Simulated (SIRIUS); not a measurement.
**Be in SIRIUS: convergence with k mesh**

Input of the first run (k mesh 3 × 3 × 2); the others differ in this setting and in those tied to it:

Contents of sirius.json:

```json
{
  "control": {
    "processing_unit": "cpu",
    "verbosity": 2,
    "num_bands_to_print": 10,
    "print_forces": true,
    "print_stress": true
  },
  "parameters": {
    "electronic_structure_method": "pseudopotential",
    "xc_functionals": ["XC_GGA_X_PBE", "XC_GGA_C_PBE"],
    "gk_cutoff": 9.4,
    "pw_cutoff": 18.8,
    "ngridk": [3, 3, 2],
    "shiftk": [0, 0, 0],
    "smearing": "methfessel_paxton",
    "smearing_width": 0.0018374661,
    "num_bands": 10,
    "num_mag_dims": 0,
    "num_dft_iter": 100,
    "energy_tol": 1e-08,
    "density_tol": 1e-06
  },
  "iterative_solver": {
    "type": "davidson",
    "min_tolerance": 1e-10
  },
  "mixer": {
    "type": "anderson",
    "beta": 0.7,
    "max_history": 8
  },
  "settings": {
    "tol_ne": 1e-10
  },
  "unit_cell": {
    "lattice_vectors": [
      [1.0, 0.0, 0.0],
      [-0.5, 0.866025403798, 0.0],
      [0.0, 0.0, 1.568371767383]
    ],
    "lattice_vectors_scale": 4.3185911126,
    "atom_coordinate_units": "lattice",
    "atom_types": ["Be"],
    "atom_files": {
      "Be": "Be.json"
    },
    "atoms": {
      "Be": [
        [0.6666666667, 0.3333333333, 0.75],
        [0.3333333333, 0.6666666667, 0.25]
      ]
    }
  }
}
```

Potentials or basis: SPMS 1.0 PBE (norm-conserving).

Command:

```sh
$ upf_to_json 04_Be_4_1.8_1.9_pbe_v1.0.upf
$ OMP_NUM_THREADS=1 sirius.scf --input=sirius.json --output=out.json --task=0
```

Hardware: 1 thread of Arm Neoverse V1, with other jobs on the host.

Problem. The values tried are 3 × 3 × 2, 5 × 5 × 3, 7 × 7 × 4, 9 × 9 × 6, 11 × 11 × 7, 13 × 13 × 8, 16 × 16 × 10, 20 × 20 × 12, loosest first. From which on does the pressure stay within 0.1 GPa of the tightest run that finished?

Solution. From 9 × 9 × 6 on.

| k mesh | pressure (GPa) | gap on the mesh (eV) | SCF cycles | CPU time (s) | peak memory (GiB) |
| --- | --- | --- | --- | --- | --- |
| 3 × 3 × 2 | 6.62 | 0.000 | 12 | 3.6 | 0.11 |
| 5 × 5 × 3 | -2.69 | 1.055 | 11 | 4.7 | 0.11 |
| 7 × 7 × 4 | -1.97 | 0.000 | 11 | 8.1 | 0.14 |
| 9 × 9 × 6 | -2.76 | 0.000 | 11 | 14 | 0.17 |
| 11 × 11 × 7 | -2.74 | 0.000 | 11 | 18 | 0.2 |
| 13 × 13 × 8 | -2.66 | 0.000 | 11 | 28 | 0.26 |
| 16 × 16 × 10 | -2.70 | 0.000 | 12 | 47 | 0.36 |
| 20 × 20 × 12 | -2.66 | 0.000 | 11 | 75 | 0.56 |

Against the tightest run, the gap on the mesh stays within 0.01 eV from 7 × 7 × 4 on. Meshes of other sizes hit other points, so gaps and Fermi surfaces needn't settle smoothly. The tightest run that finished is the yardstick and may itself not be fully converged.

Caveat, for the tightest run too: this version's Methfessel-Paxton entropy term is faulty, so the free energy in the log is wrong and no energy is listed.
